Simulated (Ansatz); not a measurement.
**From the elastic tensor of GaO to moduli and sound speeds**

Theory: DFT PBEsol, scalar-relativistic, plane waves, PAW (Ansatz 0.2.0). Cutoff 420 eV, 12×12×2 k-points (Γ-centred), fixed occupations. No spin polarisation.

It takes space group P-6m2 (No. 187, hexagonal). The conventional cell has a = 3.059 Å, b = 3.059 Å, c = 13.426 Å, α = 90.00°, β = 90.00°, γ = 120.00°. Ga (site symmetry 3m) has 3 O at 1.91 Å as nearest neighbours. Ga (site symmetry 3m) is surrounded by 3 O at 1.91 Å. Around O (site symmetry 3m) lie 3 Ga at 1.91 Å. O (site symmetry 3m) has 3 Ga at 1.91 Å as nearest neighbours.

The cell was built by swapping an element in a database structure (itself possibly hypothetical) and relaxing; it need not be the stable form of this composition. The crystal is built of layers and no dispersion correction was added, so the binding between them is poorly described, and with it their spacing and whatever depends on it.

Relaxed-ion constants (GPa, on the Cartesian axes of the calculation):
```
219.2  85.2  11.9   0.0   0.0   0.0
 85.2 219.2  11.9   0.0   0.0   0.0
 11.8  11.8  15.8   0.0   0.0   0.0
  0.0   0.0   0.0  10.2   0.0   0.0
  0.0   0.0   0.0   0.0  10.2   0.0
  0.0   0.0   0.0   0.0   0.0  67.0
```

Density 5.232 g/cm³; 8 atoms in 108.84 Å³.

The values that follow are for a polycrystal of randomly turned grains, by Hill's mean where one number stands. In a crystal this anisotropic the Voigt and Reuss bounds lie far apart, so Hill's mean and the sound speeds and Debye temperature from it are rough.

With S = C⁻¹: B_V = (C11+C22+C33+2(C12+C13+C23))/9, G_V = (C11+C22+C33−C12−C13−C23+3(C44+C55+C66))/15, 1/B_R = S11+S22+S33+2(S12+S13+S23), 15/G_R = 4(S11+S22+S33−S12−S13−S23)+3(S44+S55+S66); Hill is their mean. Then v_l = √((B+4G/3)/ρ), v_t = √(G/ρ), v_m = [(2/v_t³+1/v_l³)/3]^(−1/3) and Θ = (ħ/k_B)·v_m·(6π²n/V)^(1/3) for n atoms in the volume V; E = 9BG/(3B+G), ν = (3B−2G)/(2(3B+G)) and A^U = 5G_V/G_R + B_V/B_R − 6.

```
Bulk modulus, Voigt / Reuss / Hill          : 74.7 / 15.7 / 45.2 GPa
Shear modulus, Voigt / Reuss / Hill         : 40.5 / 15.4 / 27.9 GPa
Young's modulus                             : 69 GPa
Poisson ratio                               : 0.244
Pugh ratio B/G                              : 1.62
Universal anisotropy index                  : 11.93
Longitudinal and transverse sound speeds    : 3970 and 2311 m/s
Debye temperature from the mean sound speed : 320 K
```

Cost: 1 run of about 14 core-minutes, on Intel Xeon 6975P-C (Granite Rapids) (shared hosts).

The elastic response is split between stiff layers and soft gaps. In-plane strain has to stretch and bend the strong, polar-covalent Ga–O network, giving C11 = 219.2 GPa, whereas C33 is only 15.8 GPa and C44 10.2 GPa. Along c, layers and gaps act like springs in series, so the gaps take up most of the strain and the bonds inside the layers hardly count. How much of this softness reflects intrinsically weak interlayer attraction, and how much the missing dispersion term, cannot be separated here.

The same picture explains why the Reuss bulk modulus, 15.7 GPa, nearly coincides with C33: under uniform pressure the crystal yields mainly by closing its gaps. The Pugh ratio is therefore no guide to ductility, since such a crystal would probably cleave or shear between layers. The tensor is positive definite, so the structure resists small homogeneous strains, but this does not exclude disproportionation into Ga₂O₃ and gallium metal, a natural route for gallium in this low formal oxidation state.
